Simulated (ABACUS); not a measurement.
The system is GaP.

```
CELL_PARAMETERS angstrom
0.00000 2.72525 2.72525
2.72525 0.00000 2.72525
2.72525 2.72525 0.00000
ATOMIC_POSITIONS crystal
Ga 0.00000 0.00000 0.00000
P 0.25000 0.25000 0.25000
```

Base run:

```yaml
Program: ABACUS 3.10.1
Functional: r2SCAN
Potentials_or_basis: SG15 ONCV 1.2 PBE
Cutoff: 1361 eV
Density_cutoff: 5442 eV
Basis: DZP LCAO (the cutoffs set its grid)
k_mesh: 8 × 8 × 8
Occupations: fermi-dirac, width 0.05 eV
Spin: no spin polarisation
```

Its results: band gap on the k mesh 1.87 eV, indirect (least direct gap 2.16 eV); pressure 0.5 GPa.

Problem. The run is repeated on the same cell with these changes: functional from r2SCAN to AM05. What comes out?

Solution. Band gap on the k mesh 1.58 eV, indirect (least direct gap 1.98 eV); pressure 1.7 GPa.

r2SCAN gives the wider gap, since meta-GGAs in the generalised Kohn-Sham scheme recover part of the derivative discontinuity.

Caveats: the atomic orbitals were generated for these runs and aren't a published set; the potentials were made for another functional, which shifts forces and pressure; the basis of atomic orbitals isn't converged, which shifts pressures, moduli and gaps.

A k mesh can miss the band edges.
